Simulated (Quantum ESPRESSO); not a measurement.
# SrO (Fm-3m) in Quantum ESPRESSO: further runs

One crystal, SrO, is run at these levels: PBE, r2SCAN0, revPBE+D3; tasks: single point.

Program: Quantum ESPRESSO 7.5. These are calculated values, not measurements. Logs are shortened: lines on timing, memory, paths and dates and some standing lists are left out, and cuts for length are marked.

**1. Starting point**

It takes space group Fm-3m (No. 225, cubic). Conventional cell: a = 5.133 Å, b = 5.133 Å, c = 5.133 Å, α = 90.00°, β = 90.00°, γ = 90.00°. Sr (site symmetry m-3m) is surrounded by 6 O at 2.57 Å. Around O (site symmetry m-3m) lie 6 Sr at 2.57 Å.

**2. Single point, PBE**

Input file pw.in:

```
&CONTROL
  calculation = 'scf'
  prefix = 'pwscf'
  outdir = './tmp'
  pseudo_dir = './pseudo'
  tprnfor = .true.
  tstress = .true.
  disk_io = 'nowf'
/
&SYSTEM
  ibrav = 0
  nat = 2
  ntyp = 2
  ecutwfc = 88
  nbnd = 14
  occupations = 'smearing'
  smearing = 'fd'
  degauss = 0.00367493
/
&ELECTRONS
  conv_thr = 4d-10
  electron_maxstep = 120
  mixing_beta = 0.5
/
ATOMIC_SPECIES
Sr    87.6200 Sr_ONCV_PBE-1.2.upf
O     15.9990 O_ONCV_PBE-1.2.upf
CELL_PARAMETERS angstrom
   0.0000000000    2.5663000000    2.5663000000
   2.5663000000    0.0000000000    2.5663000000
   2.5663000000    2.5663000000    0.0000000000
ATOMIC_POSITIONS crystal
Sr     0.5000000000    0.5000000000    0.5000000000
O      0.0000000000    0.0000000000    0.0000000000
K_POINTS automatic
5 5 5 0 0 0
```

Potentials or basis: SG15 PBE 1.2.

Started as:

```console
OMP_NUM_THREADS=1 mpirun -n 2 pw.x -nk 2 -in pw.in > pw.out
```

pw.out:

```text
This program is part of the open-source Quantum ESPRESSO suite
     for quantum simulation of materials; please cite
         "P. Giannozzi et al., J. Phys.:Condens. Matter 21 395502 (2009);
         "P. Giannozzi et al., J. Phys.:Condens. Matter 29 465901 (2017);
         "P. Giannozzi et al., J. Chem. Phys. 152 154105 (2020);
     in publications or presentations arising from this work. More details at

     Message from routine setup:
     using ibrav=0 with symmetry is DISCOURAGED, use correct ibrav instead

     K-points division:     npool     =       2
     Subspace diagonalization in iterative solution of the eigenvalue problem:
     a serial algorithm will be used

     G-vector sticks info
     --------------------
     sticks:   dense  smooth     PW     G-vecs:    dense   smooth      PW
     Sum        1147    1147    337                25509    25509    4015

     Using Slab Decomposition

     bravais-lattice index     =            0
     lattice parameter (alat)  =       6.8584  a.u.
     unit-cell volume          =     228.1124 (a.u.)^3
     number of atoms/cell      =            2
     number of atomic types    =            2
     number of electrons       =        16.00
     number of Kohn-Sham states=           14
     kinetic-energy cutoff     =      88.0000  Ry
     charge density cutoff     =     352.0000  Ry
     scf convergence threshold =      4.0E-10
     mixing beta               =       0.5000
     number of iterations used =            8  plain     mixing
     Exchange-correlation= PBE
                           (   1   4   3   4   0   0   0)

     celldm(1)=   6.858376  celldm(2)=   0.000000  celldm(3)=   0.000000
     celldm(4)=   0.000000  celldm(5)=   0.000000  celldm(6)=   0.000000

     crystal axes: (cart. coord. in units of alat)
               a(1) = (   0.000000   0.707107   0.707107 )
               a(2) = (   0.707107   0.000000   0.707107 )
               a(3) = (   0.707107   0.707107   0.000000 )

     reciprocal axes: (cart. coord. in units 2 pi/alat)
               b(1) = ( -0.707107  0.707107  0.707107 )
               b(2) = (  0.707107 -0.707107  0.707107 )
               b(3) = (  0.707107  0.707107 -0.707107 )

     PseudoPot. # 1 for Sr read from file:
     Sr_ONCV_PBE-1.2.upf
     Pseudo is Norm-conserving, Zval = 10.0
     Generated using ONCVPSP code by D. R. Hamann
     Using radial grid of  602 points,  6 beta functions with:
                l(1) =   0
                l(2) =   0
                l(3) =   1
                l(4) =   1
                l(5) =   2
                l(6) =   2

     PseudoPot. # 2 for O  read from file:
     O_ONCV_PBE-1.2.upf
     Pseudo is Norm-conserving, Zval =  6.0
     Generated using ONCVPSP code by D. R. Hamann
     Using radial grid of  602 points,  4 beta functions with:
                l(1) =   0
                l(2) =   0
                l(3) =   1
                l(4) =   1

     atomic species   valence    mass     pseudopotential
     Sr               10.00    87.62000     Sr( 1.00)
     O                 6.00    15.99900     O ( 1.00)

     48 Sym. Ops., with inversion, found

   Cartesian axes

     site n.     atom                  positions (alat units)
         1        Sr     tau(   1) = (   0.7071068   0.7071068   0.7071068  )
         2        O      tau(   2) = (   0.0000000   0.0000000   0.0000000  )

     number of k points=    10  Fermi-Dirac smearing, width (Ry)=  0.0037
                       cart. coord. in units 2pi/alat
        k(    1) = (   0.0000000   0.0000000   0.0000000), wk =   0.0160000
        k(    2) = (   0.1414214   0.1414214  -0.1414214), wk =   0.1280000
        k(    3) = (   0.2828427   0.2828427  -0.2828427), wk =   0.1280000
        k(    4) = (   0.2828427  -0.0000000   0.0000000), wk =   0.0960000
        k(    5) = (   0.4242641   0.1414214  -0.1414214), wk =   0.3840000
        k(    6) = (  -0.1414214  -0.4242641   0.4242641), wk =   0.3840000
        k(    7) = (   0.0000000  -0.2828427   0.2828427), wk =   0.1920000
        k(    8) = (   0.5656854  -0.0000000   0.0000000), wk =   0.0960000
        k(    9) = (   0.0000000  -0.5656854   0.5656854), wk =   0.1920000
        k(   10) = (  -0.1414214  -0.4242641   0.7071068), wk =   0.3840000

     Dense  grid:    25509 G-vectors     FFT dimensions: (  45,  45,  45)

     Initial potential from superposition of free atoms

     starting charge      15.7183, renormalised to      16.0000
     Starting wfcs are random

     Self-consistent Calculation

     iteration #  1     ecut=    88.00 Ry     beta= 0.50
     Davidson diagonalization with overlap
     ethr =  1.00E-02,  avg # of iterations =  8.7

     total energy              =     -94.32987618 Ry
     estimated scf accuracy    <       0.39451473 Ry

     iteration #  2     ecut=    88.00 Ry     beta= 0.50
     Davidson diagonalization with overlap
     ethr =  2.47E-03,  avg # of iterations =  2.0
[... 50 lines left out ...]
     total energy              =     -94.47405297 Ry
     estimated scf accuracy    <          1.0E-09 Ry

     iteration # 10     ecut=    88.00 Ry     beta= 0.50
     Davidson diagonalization with overlap
     ethr =  6.30E-12,  avg # of iterations =  2.0

     End of self-consistent calculation

          k = 0.0000 0.0000 0.0000 (  3143 PWs)   bands (ev):

   -24.3607  -7.0894  -5.9874  -5.9874  -5.9874   7.9551   7.9551   7.9551
    11.9998  14.2279  14.2279  14.2279  16.4131  16.4131

          k = 0.1414 0.1414-0.1414 (  3161 PWs)   bands (ev):

   -24.3125  -7.8078  -6.0164  -6.0164  -5.3883   7.0161   7.5168   7.5168
    13.5476  14.0033  14.9810  14.9810  17.3808  17.3808

          k = 0.2828 0.2828-0.2828 (  3175 PWs)   bands (ev):

   -24.2330  -8.5191  -6.0622  -6.0622  -4.8709   5.9544   6.9226   6.9226
    14.3955  15.9706  16.5473  16.5473  19.3555  19.3555

          k = 0.2828-0.0000 0.0000 (  3187 PWs)   bands (ev):

   -24.2971  -7.7450  -6.1182  -6.1182  -5.4332   6.7243   7.8346   7.8346
    12.8303  13.4886  15.7835  15.7835  16.9360  18.0640

          k = 0.4243 0.1414-0.1414 (  3179 PWs)   bands (ev):

   -24.2291  -8.1379  -6.2321  -6.1870  -5.3204   6.5459   7.2759   7.4558
    12.9102  15.1542  16.9623  17.1533  18.4228  19.1895

          k =-0.1414-0.4243 0.4243 (  3181 PWs)   bands (ev):

   -24.2022  -8.3473  -6.3956  -6.1301  -5.1032   6.2917   6.9893   7.2243
    14.3966  15.0108  17.1011  17.3344  19.6250  20.8509

          k = 0.0000-0.2828 0.2828 (  3152 PWs)   bands (ev):

   -24.2544  -8.1636  -6.2808  -6.0239  -5.1029   6.3782   7.0155   7.6250
    13.8411  14.6506  15.5851  16.5040  18.5715  18.7891

          k = 0.5657-0.0000 0.0000 (  3186 PWs)   bands (ev):

   -24.1956  -7.5788  -6.3254  -6.3254  -6.2840   7.2268   7.8534   7.8534
    11.4518  15.4537  18.0002  18.4038  18.5857  18.5857

          k = 0.0000-0.5657 0.5657 (  3188 PWs)   bands (ev):

   -24.1789  -7.6685  -6.8560  -6.2920  -5.7626   7.2566   7.5142   7.5361
    12.2858  16.3913  16.5328  18.5094  18.8086  21.0510

          k =-0.1414-0.4243 0.7071 (  3199 PWs)   bands (ev):

   -24.1878  -7.9633  -6.5350  -6.4633  -5.3928   6.7883   7.2675   7.5711
    13.2944  15.0335  16.7618  18.3887  19.1807  20.9480

     the Fermi energy is     9.9481 ev

!    total energy              =     -94.47405297 Ry
     estimated scf accuracy    <          8.8E-11 Ry
     smearing contrib. (-TS)   =      -0.00000000 Ry
     internal energy E=F+TS    =     -94.47405297 Ry

     The total energy is F=E-TS. E is the sum of the following terms:
     one-electron contribution =     -18.00866505 Ry
     hartree contribution      =      17.24028005 Ry
     xc contribution           =     -15.93548670 Ry
     ewald contribution        =     -77.77018127 Ry

     convergence has been achieved in  10 iterations

     Forces acting on atoms (cartesian axes, Ry/au):

     atom    1 type  1   force =    -0.00000000   -0.00000000    0.00000000
     atom    2 type  2   force =     0.00000000   -0.00000000   -0.00000000

     Total force =     0.000000     Total SCF correction =     0.000000

     Computing stress (Cartesian axis) and pressure

          total   stress  (Ry/bohr**3)                   (kbar)     P=       32.10
   0.00021823   0.00000000  -0.00000000           32.10        0.00       -0.00
   0.00000000   0.00021823  -0.00000000            0.00       32.10       -0.00
  -0.00000000  -0.00000000   0.00021823           -0.00       -0.00       32.10

=------------------------------------------------------------------------------=
   JOB DONE.
=------------------------------------------------------------------------------=
```

Run time: 6.1 s. Hardware: 2 MPI ranks of Arm Neoverse V1, shared host; peak memory 0.14 GiB.

What came out:

```
Free energy            : -1285.3850 eV
Pressure               : 3.2 GPa
Band gap on the k mesh : 3.50 eV, indirect (least direct gap 3.60 eV)
```

Caveat: the k mesh is coarse (spacing up to 0.42 Å⁻¹), so the values aren't converged; an odd mesh through Γ misses points on the zone boundary, where band edges often lie.

**3. Single point, r2SCAN0**

Input file pw.in:

```
&CONTROL
  calculation = 'scf'
  prefix = 'pwscf'
  outdir = './tmp'
  pseudo_dir = './pseudo'
  tprnfor = .true.
  disk_io = 'nowf'
/
&SYSTEM
  ibrav = 0
  nat = 2
  ntyp = 2
  ecutwfc = 88
  nbnd = 12
  input_dft = 'XC-000I-000I-000I-000I-000I-660L'
  occupations = 'fixed'
  nqx1 = 5
  nqx2 = 5
  nqx3 = 5
  ecutfock = 176
  nosym = .true.
/
&ELECTRONS
  conv_thr = 1d-07
  electron_maxstep = 120
  mixing_beta = 0.5
  adaptive_thr = .true.
/
ATOMIC_SPECIES
Sr    87.6200 Sr_ONCV_PBE-1.2.upf
O     15.9990 O_ONCV_PBE-1.2.upf
CELL_PARAMETERS bohr
   0.0000000000    4.8496041536    4.8496041536
   4.8496041536    0.0000000000    4.8496041536
   4.8496041536    4.8496041536    0.0000000000
ATOMIC_POSITIONS bohr
Sr     4.8496041536    4.8496041536    4.8496041536
O      0.0000000000    0.0000000000    0.0000000000
K_POINTS automatic
5 5 5 0 0 0
```

Potentials or basis: SG15 PBE 1.2.

Started as:

```console
OMP_NUM_THREADS=1 mpirun -n 2 pw.x -nk 2 -in pw.in > pw.out
```

Wall time 40 min (2 MPI ranks of Arm Neoverse V1, shared host); peak memory 2 GiB.

The run converged. Its results:

* Free energy: -1285.9466 eV
* Band gap on the k mesh: 6.06 eV, indirect (least direct gap 6.17 eV)

Levels at points of the mesh, in eV from the valence-band top:
| k point | band 6 | band 7 | band 8 | band 9 | band 10 | band 11 |
| --- | --- | --- | --- | --- | --- | --- |
| (0.00, 0.00, 0.00) | 0.00 | 0.00 | 0.00 | 6.51 | 9.13 | 9.13 |

Caveat: the k mesh is coarse (spacing up to 0.42 Å⁻¹), so the values aren't converged, least of all with exact exchange; the potentials were made for another functional, which shifts forces and pressure; this program's forces and stress for hybrids aren't reliable and aren't listed; an odd mesh through Γ misses points on the zone boundary, where band edges often lie.

**4. Single point, revPBE+D3, spin-orbit coupling, no magnetisation**

Input file pw.in:

```
&CONTROL
  calculation = 'scf'
  prefix = 'pwscf'
  outdir = './tmp'
  pseudo_dir = './pseudo'
  tprnfor = .true.
  tstress = .true.
  disk_io = 'low'
/
&SYSTEM
  ibrav = 0
  nat = 2
  ntyp = 2
  ecutwfc = 92
  nbnd = 28
  input_dft = 'revpbe'
  occupations = 'smearing'
  smearing = 'mp'
  degauss = 0.00367493
  noncolin = .true.
  lspinorb = .true.
  vdw_corr = 'grimme-d3'
  dftd3_version = 3
  tot_charge = 0.1
/
&ELECTRONS
  conv_thr = 4d-10
  electron_maxstep = 120
  mixing_beta = 0.5
/
ATOMIC_SPECIES
Sr    87.6200 Sr.upf
O     15.9990 O.upf
CELL_PARAMETERS angstrom
   0.0000000000    2.5663000000    2.5663000000
   2.5663000000    0.0000000000    2.5663000000
   2.5663000000    2.5663000000    0.0000000000
ATOMIC_POSITIONS crystal
Sr     0.5000000000    0.5000000000    0.5000000000
O      0.0000000000    0.0000000000    0.0000000000
K_POINTS automatic
9 9 9 1 1 1
```

Input file pp_density.in:

```
&INPUTPP
  prefix = 'pwscf'
  outdir = './tmp'
  filplot = 'density.dat'
  plot_num = 0
/
&PLOT
  nfile = 1
  filepp(1) = 'density.dat'
  iflag = 3
  output_format = 6
  fileout = 'density.cube'
/
```

Input file pp_potential.in:

```
&INPUTPP
  prefix = 'pwscf'
  outdir = './tmp'
  filplot = 'potential.dat'
  plot_num = 11
/
&PLOT
  nfile = 1
  filepp(1) = 'potential.dat'
  iflag = 3
  output_format = 6
  fileout = 'potential.cube'
/
```

Potentials or basis: PseudoDojo 0.4 FR PBE stringent.

Started as:

```console
OMP_NUM_THREADS=1 pw.x -in pw.in > pw.out
OMP_NUM_THREADS=1 pp.x -in pp_density.in > pp_density.out
OMP_NUM_THREADS=1 pp.x -in pp_potential.in > pp_potential.out
```

Run time: 5.8 min. Hardware: 1 thread of Arm Neoverse V1, shared host; peak memory 0.37 GiB.

The run converged. Its results:

```
Free energy            : -1387.1623 eV
Pressure               : -3.5 GPa
Band gap on the k mesh : none (metal or under the smearing width)
```

Levels at points of the mesh, in eV from the Fermi level:
| k point | band 14 | band 15 | band 16 | band 17 | band 18 | band 19 |
| --- | --- | --- | --- | --- | --- | --- |
| (-0.50, -0.50, -0.50) | -0.98 | -0.97 | -0.97 | 6.92 | 6.92 | 8.93 |

Caveat: the cell carries a net charge on a neutralising background, which shifts energy and pressure; the potentials were made for another functional, which shifts forces and pressure; pairwise dispersion overbinds metals, which lowers pressure and volume.
